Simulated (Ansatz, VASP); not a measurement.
ZnS: VASP beside Ansatz

INCAR

```
PREC = Accurate
ENCUT = 520
EDIFF = 1E-8
ISMEAR = -1
SIGMA = 0.01
LREAL = False
LASPH = True
NELM = 80
ALGO = Normal
ISIF = 2
LWAVE = False
LCHARG = False
GGA = PE
LEFG = True
NBANDS = 16
```

KPOINTS

```
Automatic mesh
0
Gamma
  8 8 8
```

Contents of POSCAR:

```
ZnS
1.0
    0.0000000000      2.6680961947      2.6680961947
    2.6680961947      0.0000000000      2.6680961947
    2.6680961947      2.6680961947      0.0000000000
Zn S
1 1
Direct
    0.0000000000      0.0000000000      0.0000000000
    0.7500000000      0.7500000000      0.7500000000
```

Input for Ansatz:

```yaml
crystal:
  lattice:
    - [0.0, 2.6680961947, 2.6680961947]
    - [2.6680961947, 0.0, 2.6680961947]
    - [2.6680961947, 2.6680961947, 0.0]
  atoms:
    - { symbol: Zn, position: [0.0, 0.0, 0.0] }
    - { symbol: S, position: [0.75, 0.75, 0.75] }
kpoints:
  mp_grid: { grid: [8, 8, 8] }
scf:
  occupations: { method: fermi_dirac, width: 0.01 }
hamiltonian:
  xc: pbe
  pseudopotentials: { kind: paw }
output:
  forces: true
  stress: true
  eigenvalues: true
  efg: { contact_densities: true }
  write_density: true
  write_potential: true
  elf: true
  volumetric_format: npy
```

Change from the starting cell: volume scaled by 0.96, PAW files.

Alike in both runs: task electric field gradients; functional PBE; k mesh 8 × 8 × 8; occupations fermi-dirac, width 0.01 eV; no spin polarisation.

```csv
,VASP,Ansatz
version,VASP 6.6.1,Ansatz 0.2.0
potentials or method,"VASP PAW PBE potentials, release 64 (Zn, S)","PAW with Ansatz's default frozen-core files, scalar-relativistic"
plane-wave cutoff (eV),520,420
valence electrons in the cell,18,18
```

Ansatz gave:

| Item | Value |
| --- | --- |
| gap on the k mesh at the Fermi level (eV) | 2.27 |
| pressure (GPa) | 4.7 |
| Vzz of the field gradient on the site that differs most (V/Å²) | 0.0 |

Problem. What did VASP give for the same quantities?

Solution. gap on the k mesh at the Fermi level (eV): 2.28; pressure (GPa): 4.9; Vzz of the field gradient on the site that differs most (V/Å²): 0.0.

With one functional, cell and mesh, what is left measures potentials, basis and numerics.
